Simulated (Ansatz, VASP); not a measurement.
Te2Mo in VASP and in Ansatz

Contents of INCAR:

```
SYSTEM = Te2Mo
  PREC = Accurate
  ENCUT = 520
  EDIFF = 1E-7
  ISMEAR = -1
  SIGMA = 0.05
  LREAL = .FALSE.
  LASPH = .TRUE.
  NELM = 80
  ALGO = Normal
  ISIF = 2
  LWAVE = .FALSE.
  LCHARG = .FALSE.
  GGA = PE
  NBANDS = 20
```

KPOINTS

```
Automatic mesh
0
G
  9 9 2
  0 0 0
```

Contents of POSCAR:

```
Te2Mo
1.0
    3.5838112019      0.0000000000      0.0000000000
   -1.7919056009      3.1036715432      0.0000000000
    0.0000000000      0.0000000000     17.6401145653
Te Mo
2 1
Direct
    0.3333333333      0.6666666667      0.1021445500
    0.3333333333      0.6666666667      0.8978554500
    0.0000000000      0.0000000000      0.0000000000
```

input.yaml

```yaml
crystal:
  lattice:
    - [3.5838112019, 0.0, 0.0]
    - [-1.7919056009, 3.1036715432, 0.0]
    - [0.0, 0.0, 17.6401145653]
  atoms:
    - { symbol: Te, position: [0.3333333333, 0.6666666667, 0.10214455] }
    - { symbol: Te, position: [0.3333333333, 0.6666666667, 0.89785545] }
    - { symbol: Mo, position: [0.0, 0.0, 0.0] }
hamiltonian:
  xc: pbe
  pseudopotentials: { kind: paw }
kpoints:
  mp_grid: { grid: [9, 9, 2] }
scf:
  occupations: { method: fermi_dirac, width: 0.05 }
output:
  forces: true
  stress: true
  eigenvalues: true
```

Change from the starting cell: volume scaled by 1.02.

Alike in both runs: task single point; functional PBE; k mesh 9 × 9 × 2; occupations fermi-dirac, width 0.05 eV; no spin polarisation.

|  | VASP | Ansatz |
| --- | --- | --- |
| version | VASP 6.6.1 | Ansatz 0.2.0 |
| potentials or method | VASP PAW PBE potentials, release 64 (Te, Mo_sv) | Ansatz PAW |
| plane-wave cutoff (eV) | 520 | 420 |
| valence electrons in the cell | 26 | 46 |

Ansatz gave:

- gap on the k mesh at the Fermi level (eV): 1.02
- least direct gap on the mesh (eV): 1.02
- rms of the force components (eV/Å): 0.028

Problem. What did VASP give for the same quantities?

Solution. gap on the k mesh at the Fermi level (eV): 1.02; least direct gap on the mesh (eV): 1.02; rms of the force components (eV/Å): 0.022.

Atom by atom the forces differ by 0.006 eV/Å (rms over components). The two sets of potentials don't hold the same shells in valence.

Caveats: spin-orbit coupling is left out, which moves the levels of the heavy elements; odd divisions of the mesh miss points on the zone boundary, where band edges often lie, so the gap on the mesh can be too wide (Ansatz).
